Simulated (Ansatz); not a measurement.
# AlN: band gap under strain

How does strain move the band edges of wurtzite AlN, and do the functionals agree on it? States: no strain; -3.0 % biaxial strain in x and y, free along z; +1.5 % biaxial strain in x and y, free along z.

The runs shown are made with Ansatz 0.2.0. PAW datasets, plane waves. (Simulation; spin polarisation is off.)

### 1 Starting point

The unstrained cell was relaxed with r2SCAN; in each strained cell the atoms were relaxed again with r2SCAN. Names of k-points are those of the unstrained zone, where strain can split equivalent points. First state: no strain.

It is hexagonal, P6_3mc (No. 186); conventional cell a = 3.107 Å, c = 4.979 Å, 10.40 Å³ an atom. Near Al stand 4 N at 1.89–1.90 Å; near N stand 4 Al at 1.89–1.90 Å.

Coordinates:

```cif
data_structure
_symmetry_space_group_name_H-M 'P 1'
_symmetry_Int_Tables_number 1
_cell_length_a 3.1067
_cell_length_b 3.1067
_cell_length_c 4.9786
_cell_angle_alpha 90.000
_cell_angle_beta 90.000
_cell_angle_gamma 120.000
_cell_volume 41.61
loop_
_atom_site_label
_atom_site_type_symbol
_atom_site_fract_x
_atom_site_fract_y
_atom_site_fract_z
_atom_site_occupancy
Al1 Al 0.33333 0.66667 0.99670 1
Al2 Al 0.66667 0.33333 0.49670 1
N1 N 0.33333 0.66667 0.37830 1
N2 N 0.66667 0.33333 0.87830 1
```

### 2 No strain: PBE

input.yaml

```yaml
crystal:
  lattice:
    - [3.1066937614, 0.0, 0.0]
    - [-1.5533468807, 2.6904757192, 0.0]
    - [0.0, 0.0, 4.9785915477]
  atoms:
    - { symbol: Al, position: [0.3333333333, 0.6666666667, -0.0032954727] }
    - { symbol: Al, position: [0.6666666667, 0.3333333333, 0.4967045273] }
    - { symbol: "N", position: [0.3333333333, 0.6666666667, 0.3782954727] }
    - { symbol: "N", position: [0.6666666667, 0.3333333333, 0.8782954727] }
kpoints:
  mp_grid: { grid: [12, 12, 6] }
  band_path:
    path:
      - [0.0, 0.0, 0.0]
      - [0.5, 0.0, 0.0]
      - [0.3333333333, 0.3333333333, 0.0]
      - [0.0, 0.0, 0.5]
      - [0.5, 0.0, 0.5]
      - [0.3333333333, 0.3333333333, 0.5]
    npoints: 1
hamiltonian:
  xc: pbe
scf:
  occupations: { method: fermi_dirac, width: 0.02 }
  n_extra_bands: 5
output:
  forces: true
  stress: true
  eigenvalues: true
```

Started as:

```bash
ansatz run input.yaml --threads 4 --pin off --max-ram 4608MiB --backend cpu --events-out ev --progress --plain --runs-dir out
```

Further steps of the session: No strain: r2SCAN; No strain: HSE06; -3.0 % biaxial strain in x and y, free along z: PBE; -3.0 % biaxial strain in x and y, free along z: r2SCAN; -3.0 % biaxial strain in x and y, free along z: HSE06; +1.5 % biaxial strain in x and y, free along z: PBE; +1.5 % biaxial strain in x and y, free along z: r2SCAN; +1.5 % biaxial strain in x and y, free along z: HSE06.

What does the calculation give?

As calculated:

Least gap in eV (negative: overlap), with the change from the unstrained cell in brackets:

```
                                         state  volume change (%)           PBE        r2SCAN         HSE06
                                     no strain               +0.0          4.23          4.88          5.60
-3.0 % biaxial strain in x and y, free along z               -4.5  4.62 (+0.39)  5.30 (+0.42)  6.05 (+0.45)
+1.5 % biaxial strain in x and y, free along z               +2.1  3.93 (-0.30)  4.56 (-0.32)  5.28 (-0.32)
```

What this shows: With HSE06, of the states in the table -3.0 % biaxial strain in x and y, free along z shifts the gap most, by +0.446 eV. PBE and HSE06 differ by 1.37 eV on the unstrained gap, and by at most 0.06 eV on its change: PBE follows the response to strain far better than the gap itself.
